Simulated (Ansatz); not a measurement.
## SnTe in Ansatz: convergence with cutoff

SnTe:

```
Te Sn
1.0
     0.00000    3.15085    3.15085
     3.15085    0.00000    3.15085
     3.15085    3.15085    0.00000
Te Sn
1 1
Cartesian
  3.1837 3.1710 3.1115
  0.0479 -0.0299 -0.0477
```

The cell isn't the ideal one: atoms moved at random, drawn with an rms of 0.1 Å.

```yaml
Program: Ansatz 0.2.0
Task: convergence study
Functional: PBE
Potentials_or_basis: all-electron LAPW, scalar-relativistic
Cutoff: 80 eV
Density_cutoff: 320 eV
Basis_error_allowed: 0.001 eV/atom
k_mesh: 4 × 4 × 4
Occupations: fermi-dirac, width 0.05 eV
Spin: no spin polarisation
```

These are the settings of the first run; the series varies cutoff, with any setting tied to it.

Hardware: 1 thread of Arm Neoverse V1 (shared host).

| cutoff | energy less the tightest run, at zero smearing (meV/atom) | pressure (GPa) | largest force (eV/Å) | SCF cycles | CPU time (s) | peak memory (GiB) |
| --- | --- | --- | --- | --- | --- | --- |
| 80 eV | 78.64 | 2.75 | 0.072 | 10 | 10 | 0.26 |
| 110 eV | 15.12 | 2.02 | 0.070 | 10 | 14 | 0.26 |
| 140 eV | 3.34 | 1.89 | 0.070 | 10 | 15 | 0.27 |
| 180 eV | 0.47 | 1.86 | 0.069 | 10 | 17 | 0.29 |
| 230 eV | 0.04 | 1.85 | 0.069 | 10 | 24 | 0.32 |
| 290 eV | 0.01 | 1.85 | 0.069 | 10 | 36 | 0.37 |
| 360 eV | 0.00 | 1.85 | 0.069 | 10 | 50 | 0.44 |
| 450 eV | 0.00 | 1.85 | 0.069 | 10 | 80 | 0.58 |
| 560 eV | 0.00 | 1.85 | 0.069 | 10 | 120 | 0.75 |

Against the tightest run, the energy stays within 1 meV/atom from 180 eV on; the pressure stays within 0.1 GPa from 140 eV on; the largest force stays within 0.005 eV/Å from 80 eV on. The tightest run that finished is the yardstick and may itself not be fully converged.

Caveat, for the tightest run too: the k mesh is coarse (spacing up to 0.43 Å⁻¹), so the values aren't converged. Spin-orbit coupling is left out, which matters for the levels of Te.
